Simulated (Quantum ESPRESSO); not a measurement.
# C: equation of state with PBEsol

C:

```
CELL_PARAMETERS angstrom
2.52210 0.00000 0.00000
-1.26105 2.18420 0.00000
0.00000 0.00000 8.23710
ATOMIC_POSITIONS crystal
C 0.66667 0.33333 0.84375
C 0.33333 0.66667 0.34375
C 0.66667 0.33333 0.65625
C 0.33333 0.66667 0.15625
C 0.00000 0.00000 0.90625
C 0.00000 0.00000 0.40625
C 0.00000 0.00000 0.59375
C 0.00000 0.00000 0.09375
```

This is a hexagonal form of diamond, not graphite.

```yaml
Program: Quantum ESPRESSO 7.5
Task: equation of state
Functional: PBEsol
Potentials_or_basis: GBRV 1.5 PBEsol
Cutoff: 612 eV
Density_cutoff: 4898 eV
k_mesh: 12 × 12 × 4
Occupations: fermi-dirac, width 0.05 eV
Spin: no spin polarisation
Mixing_beta: 0.5
Most_SCF_iterations: 120
SCF_threshold: 1.6e-09 Ry
```

* Equilibrium volume: 5.62 Å³/atom
* Bulk modulus at fixed shape and positions: 449 GPa
* Pressure derivative of the bulk modulus: 3.6

Energy against volume, from the lowest point:
```
volume (Å³/atom)  energy (meV/atom)
           5.332              22.37
           5.445               7.69
           5.559               0.45
           5.672               0.00
           5.785               5.70
           5.899              17.03
           6.012              33.47
```

All runs of the series together: 110 s on 2 threads of Arm Neoverse V2, with other jobs on the host.

Caveat: the cell was scaled at fixed shape and fractional positions, which overstates the stiffness of a crystal with free parameters, most of all of layers and chains.
